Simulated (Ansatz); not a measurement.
The cell is COD entry 9008501, as deposited and not checked against the literature; nothing was relaxed. The listed cell was then made from it by scaling, straining or moving an atom.

An input for Hf: DFT, PBE, PAW with Ansatz's default frozen-core files, scalar-relativistic (Ansatz 0.2.0).

Command: `ansatz run input.yaml --threads 1 --pin off --max-ram 3072MiB --backend cpu --events-out ev --progress --plain --runs-dir out` The run took 3.6 s on 1 thread of Intel(R) Xeon(R) 6975P-C (Granite Rapids) (shared host), peak memory 0.46 GiB.

```yaml
crystal:
  lattice:
    - [3.1966985242, 0.0, 0.0]
    - [-1.5983492621, 2.7684221302, 0.0]
    - [0.0, 0.0, 4.906066]
  atoms:
    - { symbol: Hf, position: [0.3333333333, 0.6666666667, 0.25] }
    - { symbol: Hf, position: [0.6666666667, 0.3333333333, 0.75] }
kpoints:
  mp_grid: { grid: [13, 13, 7] }
scf:
  occupations: { method: fermi_dirac, width: 0.05 }
hamiltonian:
  xc: pbe
  pseudopotentials: { kind: paw }
output:
  forces: true
  stress: true
  eigenvalues: true
  efg: { contact_densities: true }
```

The results part of the log:

```
SCF 1 converged in 6 iterations: F = -31442.696010 eV  dr2 = 6.08e-8
  greatest PAW one-centre occupation: 0.998 electrons in one spin orbital (limit 2), on the Hf atom at site 1 (counted from 0), in its partial waves of l = 0
SCF converged after 6 iterations
Free energy (F): -31442.696010 eV
Harris-Foulkes:  -31442.696010 eV  (|F-HF|=2.13e-8)
Internal energy: -31442.683021 eV  (E = F + TS)
E sigma→0 (E₀):  -31442.689516 eV
Entropy (-TS):   -0.012988 eV (-6.494 meV/atom)
Fermi energy:    20.585758 eV
--- Per-component energies (eV) ---
  E_band       = 109.546431
  E_kinetic    = 851.015245
  E_local      = -9988.578266  (includes V_loc(G=0)·N_el)
  E_nonlocal   = -2488.349526
  E_hartree    = 4713.549713
  E_xc         = -601.294364
  E_vxc        = -533.792770  (∫ρ·V_xc dr)
  E_paw        = -13856.341945  (= ΣΔE_a)
  E_vpaw       = 2842.174882  (= ΣTr[D̂ρ^β])
  E_aug_tail   = -0.000002  (compensation charges beyond the density's cutoff)
  E_ewald      = -10072.683877
  E_smearing   = -0.012988  (= −TS)
  E_closure    = -0.000000  (closes the sum)
  Σ components = -31442.696010   (vs F -31442.696010, Δ=0.00e0)
--- Forces (eV/Å), atoms counted from 1 ---
  atom   1  Hf    -0.00000000     0.00000000     0.00000000
  atom   2  Hf    -0.00000000    -0.00000000     0.00000000
  max |Σ_I F_I| component: 1.48e-16 eV/Å
--- Stress (GPa, compression-positive) ---
        3.050256       0.000000       0.000000
        0.000000       3.050256      -0.000000
        0.000000      -0.000000       7.458634
  P = ⅓ Tr σ = 4.5197 GPa (45.197 kbar)
--- PAW observables at the nuclei: V_zz in 10²¹ V/m², potentials from the cell's mean, atoms counted from 1 ---
  atom   1  Hf V_zz =   +12.599368   η = 0.0000   by run symmetry: allowed
            electrostatic potential = -14184.275419 V   contact ρ = 7528693.406748 e/Å³
  atom   2  Hf V_zz =   +12.599368   η = 0.0000   by run symmetry: allowed
            electrostatic potential = -14184.275419 V   contact ρ = 7528693.406748 e/Å³
--- Band table (eV; the first three rows and the last of 84) ---
  k-point 0: bands = ["-41.2830", "-41.1906", "-10.5185", "-9.7010", "-9.7010", "-9.5363", "-9.5363", "-9.4989", "8.7527", "8.7909", "8.7909", "8.7935", "8.7935", "8.7978", "8.8066", "8.8075", "8.8075", "8.8165", "8.8345", "8.8345", "8.8808", "8.8857", "13.0956", "16.8281", "21.5869", "21.6746", "21.6746", "22.3432", "22.6156", "22.6156", "23.0226", "23.0226"]
  k-point 1: bands = ["-41.2785", "-41.1952", "-10.4716", "-9.6929", "-9.6929", "-9.5535", "-9.5445", "-9.5445", "8.7535", "8.7794", "8.7794", "8.7989", "8.7997", "8.7997", "8.8004", "8.8081", "8.8081", "8.8203", "8.8398", "8.8398", "8.8810", "8.8855", "13.2992", "16.7538", "21.2698", "21.5321", "21.5321", "22.1584", "22.4245", "22.4245", "23.3924", "23.3924"]
  k-point 2: bands = ["-41.2658", "-41.2081", "-10.3385", "-9.7040", "-9.6703", "-9.6703", "-9.5676", "-9.5676", "8.7567", "8.7719", "8.7719", "8.7861", "8.7866", "8.7866", "8.8067", "8.8223", "8.8242", "8.8242", "8.8456", "8.8456", "8.8817", "8.8848", "13.8791", "16.4159", "20.7777", "21.3758", "21.3758", "21.6779", "22.0168", "22.0168", "24.1952", "24.1952"]
  k-point 83: bands = ["-41.1976", "-41.1956", "-10.2901", "-10.2800", "-10.0386", "-9.9639", "-9.6650", "-9.6494", "8.7818", "8.7875", "8.7891", "8.7930", "8.8014", "8.8038", "8.8118", "8.8136", "8.8153", "8.8182", "8.8220", "8.8237", "8.8628", "8.8629", "18.4680", "18.4992", "19.2330", "19.2881", "20.3309", "20.4818", "22.9194", "23.5454", "25.6813", "25.8440"]
```
